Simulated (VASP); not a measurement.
# Be (Fm-3m) in VASP: a series of runs, part 2 of 2

VASP 6.6.1.

### 3 Band structure, LDA

File INCAR:

```
PREC = Accurate
ENCUT = 520
EDIFF = 1E-7
ISMEAR = -1
SIGMA = 0.05
LREAL = F
LASPH = T
NELM = 100
ALGO = Normal
ISIF = 2
LWAVE = F
LCHARG = F
```

File KPOINTS:

```
regular mesh
0
Gamma
  14 14 14
```

File POSCAR:

```
Be
1.0
    0.0000000000      1.5790500000      1.5790500000
    1.5790500000      0.0000000000      1.5790500000
    1.5790500000      1.5790500000      0.0000000000
Be
1
Direct
    0.0000000000      0.0000000000      0.0000000000
```

File KPOINTS_OPT:

```
path GXWKGLUWLK,UX
10
line-mode
reciprocal
 0.0000000000  0.0000000000  0.0000000000  G
 0.5000000000  0.0000000000  0.5000000000  X

 0.5000000000  0.0000000000  0.5000000000  X
 0.5000000000  0.2500000000  0.7500000000  W

 0.5000000000  0.2500000000  0.7500000000  W
 0.3750000000  0.3750000000  0.7500000000  K

 0.3750000000  0.3750000000  0.7500000000  K
 0.0000000000  0.0000000000  0.0000000000  G

 0.0000000000  0.0000000000  0.0000000000  G
 0.5000000000  0.5000000000  0.5000000000  L

 0.5000000000  0.5000000000  0.5000000000  L
 0.6250000000  0.2500000000  0.6250000000  U

 0.6250000000  0.2500000000  0.6250000000  U
 0.5000000000  0.2500000000  0.7500000000  W

 0.5000000000  0.2500000000  0.7500000000  W
 0.5000000000  0.5000000000  0.5000000000  L

 0.5000000000  0.5000000000  0.5000000000  L
 0.3750000000  0.3750000000  0.7500000000  K

 0.6250000000  0.2500000000  0.6250000000  U
 0.5000000000  0.0000000000  0.5000000000  X
```

Potentials or basis: VASP PAW LDA potentials, release 64 (Be).

The run is started by

```bash
> cat potpaw_LDA.64/Be/POTCAR > POTCAR
> mpirun -np 1 vasp_std > vasp.out
```

OUTCAR:

```text
PREC = Accurate
   ENCUT = 520
   EDIFF = 1E-7
   ISMEAR = -1
   LREAL = F
   LASPH = T
   NELM = 100
   ISIF = 2

 ion  position               nearest neighbor table
   1  0.000  0.000  0.000-

  LATTYP: Found a face centered cubic cell.
 ALAT       =     3.1581000000

  Lattice vectors:

 A1 = (   0.0000000000,   1.5790500000,   1.5790500000)
 A2 = (   1.5790500000,   0.0000000000,   1.5790500000)
 A3 = (   1.5790500000,   1.5790500000,   0.0000000000)

[... 369 lines left out ...]
      4      24.9513      0.00000
      5      29.9794      0.00000

 [... further k-points ...]

------------------------ aborting loop because EDIFF is reached ----------------------------------------

  FORCE on cell =-STRESS in cart. coord.  units (eV):
  Direction    XX          YY          ZZ          XY          YZ          ZX
  --------------------------------------------------------------------------------------
  -------------------------------------------------------------------------------------
  Total       -0.2734288     -0.2734288     -0.2734288     -0.0000000      0.0000000      0.0000000
  in kB      -55.6336019    -55.6336019    -55.6336019     -0.0000000      0.0000000      0.0000000
  external PRESSURE =     -55.6336019 kB  Pullay stress =       0.0000000 kB

 VOLUME and BASIS-vectors are now :
 -----------------------------------------------------------------------------
  energy-cutoff  :      520.00
  volume of cell :        7.87
      direct lattice vectors                 reciprocal lattice vectors
     0.000000000  1.579050000  1.579050000    -0.316646085  0.316646085  0.316646085
     1.579050000  0.000000000  1.579050000     0.316646085 -0.316646085  0.316646085
     1.579050000  1.579050000  0.000000000     0.316646085  0.316646085 -0.316646085

 POSITION                                       TOTAL-FORCE (eV/Angst)
 -----------------------------------------------------------------------------------
      0.00000      0.00000      0.00000         0.000000      0.000000      0.000000
 -----------------------------------------------------------------------------------
    total drift:                               -0.000000      0.000000     -0.000000

  FREE ENERGIE OF THE ION-ELECTRON SYSTEM (eV)
  ---------------------------------------------------
  free  energy   TOTEN  =        -4.1232576254 eV

  energy  without entropy=       -4.1223604098  energy(sigma->0) =       -4.12280902
```

Wall time 2.7 s (1 thread of AMD EPYC 9R45 (Zen 5), shared host); peak memory 0.08 GiB.

Results:

```yaml
Free_energy: -4.1233 eV
Pressure: -5.6 GPa
Band_gap_along_the_path: none (metal or under the smearing width)
```

Levels at the corners of the path, in eV from the Fermi level:
| point | band 1 | band 2 | band 3 | band 4 | band 5 |
| --- | --- | --- | --- | --- | --- |
| Γ | -11.67 | 19.15 | 19.15 | 19.15 | 29.22 |
| X | -2.64 | 4.01 | 9.43 | 9.43 | 15.34 |
| X | -2.64 | 4.01 | 9.43 | 9.43 | 15.34 |
| W | 0.98 | 0.98 | 3.20 | 10.35 | 25.31 |
| W | 0.98 | 0.98 | 3.20 | 10.35 | 25.31 |
| K | -0.82 | 0.47 | 6.77 | 11.06 | 20.71 |
| K | -0.82 | 0.47 | 6.77 | 11.06 | 20.71 |
| Γ | -11.67 | 19.15 | 19.15 | 19.15 | 29.22 |
| Γ | -11.67 | 19.15 | 19.15 | 19.15 | 29.22 |
| L | -5.23 | 0.18 | 16.27 | 16.27 | 26.39 |
| L | -5.23 | 0.18 | 16.27 | 16.27 | 26.39 |
| U | -0.82 | 0.47 | 6.77 | 11.06 | 20.71 |
| U | -0.82 | 0.47 | 6.77 | 11.06 | 20.71 |
| W | 0.98 | 0.98 | 3.20 | 10.35 | 25.31 |
| W | 0.98 | 0.98 | 3.20 | 10.35 | 25.31 |
| L | -5.23 | 0.18 | 16.27 | 16.27 | 26.39 |
| L | -5.23 | 0.18 | 16.27 | 16.27 | 26.39 |
| K | -0.82 | 0.47 | 6.77 | 11.06 | 20.71 |
| U | -0.82 | 0.47 | 6.77 | 11.06 | 20.71 |
| X | -2.64 | 4.01 | 9.43 | 9.43 | 15.34 |

### 4 Band structure, PBE

Changes to INCAR since step 3:

```diff
@@ -12 +12,2 @@
 LCHARG = F
+GGA = PE
```

KPOINTS is that of step 3.

POSCAR is that of step 3.

KPOINTS_OPT is that of step 3.

Potentials or basis: VASP PAW PBE potentials, release 64 (Be).

The run is started by

```bash
> cat potpaw_PBE.64/Be/POTCAR > POTCAR
> mpirun -np 1 vasp_std > vasp.out
```

Run time: 3.3 s. Hardware: 1 thread of AMD EPYC 9R45 (Zen 5), shared host; peak memory 0.08 GiB.

The run converged. Its results:

| Quantity | Value |
| --- | --- |
| Free energy | -3.6820 eV |
| Pressure | 0.0 GPa |
| Band gap along the path | none (metal or under the smearing width) |

Levels at the corners of the path, in eV from the Fermi level:
```
point  band 1  band 2  band 3  band 4
    Γ  -11.83   19.48   19.48   19.48
    X   -2.62    3.88    9.58    9.58
    X   -2.62    3.88    9.58    9.58
    W    1.00    1.00    3.18   10.27
    W    1.00    1.00    3.18   10.27
    K   -0.80    0.47    6.66   11.22
    K   -0.80    0.47    6.66   11.22
    Γ  -11.83   19.48   19.48   19.48
    Γ  -11.83   19.48   19.48   19.48
    L   -5.25    0.06   16.55   16.55
    L   -5.25    0.06   16.55   16.55
    U   -0.80    0.47    6.66   11.22
    U   -0.80    0.47    6.66   11.22
    W    1.00    1.00    3.18   10.27
    W    1.00    1.00    3.18   10.27
    L   -5.25    0.06   16.55   16.55
    L   -5.25    0.06   16.55   16.55
    K   -0.80    0.47    6.66   11.22
    U   -0.80    0.47    6.66   11.22
    X   -2.62    3.88    9.58    9.58
```

### 5 The reference run

An earlier run on the cell as given: functional PBE; potentials or basis VASP PAW PBE potentials, release 64 (Be); cutoff 520 eV; k mesh 14 × 14 × 14; occupations fermi-dirac, width 0.05 eV; no spin polarisation.

* Pressure: 0.0 GPa
* Band gap on the k mesh: none (metal or under the smearing width)

### 6 Overview

```csv
task,level,potentials or basis,k mesh for the DOS,occupations for the DOS,pressure (GPa)
density of states,PBE+D3,"VASP PAW PBE potentials, release 64 (Be_sv)",21 × 21 × 21,tetrahedron,-
band structure,LDA,"VASP PAW LDA potentials, release 64 (Be)",-,-,-5.6
band structure,PBE,"VASP PAW PBE potentials, release 64 (Be)",-,-,0.0
single point,PBE,"VASP PAW PBE potentials, release 64 (Be)",-,-,0.0
```

Alike in all rows: no spin polarisation; cell as given; k mesh 14 × 14 × 14; cutoff (eV) 520; smearing fermi-dirac 0.05 eV.

Caveats: pairwise dispersion overbinds metals, which lowers pressure and volume (some runs).

Total energies depend on the potentials used, so only differences within one code and one set of settings carry meaning.
